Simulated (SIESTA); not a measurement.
SnTe:

```
Te Sn
1.0
     0.00000    3.15085    3.15085
     3.15085    0.00000    3.15085
     3.15085    3.15085    0.00000
Te Sn
1 1
Direct
  0.50000 0.50000 0.50000
  0.00000 0.00000 0.00000
```

- Program: SIESTA 5.4.2
- Task: relaxation of cell and atoms
- Functional: PBE
- Potentials or basis: PseudoDojo 0.4 standard (PBE files)
- Basis: DZP (energy shift 0.003 Ry; two zetas on semicore shells)
- Grid cutoff: 500 Ry
- Energy shift: 0.003 Ry
- k mesh: 7 × 7 × 7
- Occupations: fermi-dirac, width 0.05 eV
- Spin: no spin polarisation

At the start: pressure 2.9 GPa; volume 31.28 Å³/atom.

**Question.** Where does the relaxation end?

**Answer.** Over 4 steps the energy falls by 17.0 meV/atom and the volume is 33.29 Å³/atom (+6.4 %); space group Fm-3m (No. 225, to 0.05 Å).

Step by step:
| step | energy change (eV) | largest force (eV/Å) | pressure (GPa) | volume (Å³) |
| --- | --- | --- | --- | --- |
| 1 | 0.0000 | 0.0000 | 2.90 | 62.56 |
| 2 | -0.0031 | 0.0000 | 2.74 | 62.74 |
| 3 | -0.0335 | 0.0000 | 0.34 | 66.02 |
| 4 | -0.0340 | 0.0000 | -0.02 | 66.59 |

Final structure:
```
CELL_PARAMETERS angstrom
0.00092 3.21749 3.21749
3.21749 0.00092 3.21749
3.21749 3.21749 0.00092
ATOMIC_POSITIONS crystal
Te 0.50000 0.50000 0.50000
Sn 0.00000 0.00000 0.00000
```

Caveat: the basis of atomic orbitals isn't converged, which shifts pressures, moduli and gaps.
